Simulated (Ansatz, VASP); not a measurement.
## Sb in VASP and in Ansatz

```
CELL_PARAMETERS angstrom
3.11810 0.00000 0.00000
0.00000 3.11810 0.00000
0.00000 0.00000 3.11810
ATOMIC_POSITIONS crystal
Sb 0.00000 0.00000 0.00000
```

Alike in both runs: task single point; functional r2SCAN; k mesh 14 × 14 × 14; occupations gaussian, width 0.1 eV; no spin polarisation.

|  | VASP | Ansatz |
| --- | --- | --- |
| version | VASP 6.6.1 | Ansatz 0.2.0 |
| potentials or method | VASP PAW PBE potentials, release 64 (Sb) | scalar-relativistic, plane waves, PAW |
| plane-wave cutoff (eV) | 520 | 500 |
| valence electrons in the cell | 5 | 15 |

|  | VASP | Ansatz | Ansatz less VASP |
| --- | --- | --- | --- |
| gap on the k mesh at the Fermi level (eV) | none | none | - |
| pressure (GPa) | -1.6 | -1.6 | 0.00 |

A gap of «none» marks a metal or a gap that the smearing closes. The functional is the same, so the differences come from potentials, cutoffs and numerics. The two sets of potentials don't hold the same shells in valence.

Caveats: the PAW data sets were made with another functional, which shifts forces and pressure a little (VASP). Spin-orbit coupling is left out, which matters for the levels of Sb.
